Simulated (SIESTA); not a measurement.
FeO under changes of volume

One of the cells (10.909 Å³/atom); the others are scaled copies at fixed shape and fractional positions:

```
CELL_PARAMETERS angstrom
-1.61271 1.61271 2.09719
1.61271 -1.61271 2.09719
1.61271 1.61271 -2.09719
ATOMIC_POSITIONS crystal
Fe 0.00000 0.00000 0.00000
O 0.50000 0.50000 0.00000
```

The cell comes from a database or a generator and needn't be the stable form of this composition.

```yaml
Program: SIESTA 5.4.2
Functional: PBEsol
Potentials_or_basis: PseudoDojo 0.4 standard (PBEsol files)
Basis: DZP (energy shift 0.003 Ry; two zetas on semicore shells)
Grid_cutoff: 800 Ry
Energy_shift: 0.003 Ry
k_mesh: 12 × 12 × 12
Occupations: fermi-dirac, width 0.05 eV
Spin: collinear spin, ferromagnetic start
Starting_moments: "[3.0, 0.0] μB"
```

```tsv
volume (Å³/atom)	energy over the lowest point (meV/atom)	pressure (GPa)
10.053	0.00	-6.2
10.267	10.81	-9.8
10.481	26.15	-12.9
10.909	68.34	-18.2
11.123	94.25	-20.3
11.337	?	?
```

**Question.** What does the run at 11.337 Å³/atom give?

**Answer.** Energy over the lowest point 122.83 meV/atom; pressure -22.3 GPa.

Worked out: A Birch-Murnaghan fit of order 3 (a polynomial in V^(-2/3)) to the other rows has no minimum within the range. It gives 122.85 meV/atom at 11.337 Å³/atom, against the run's 122.83, and -dE/dV = -22.3 GPa, against -22.3.

Energies are extrapolated to zero smearing.

Caveats: short orbitals over semicore shells can move pressures by several GPa; the basis of atomic orbitals isn't converged, which shifts pressures, moduli and gaps; a cell with one magnetic atom can't hold antiferromagnetic order, which such compounds often take.
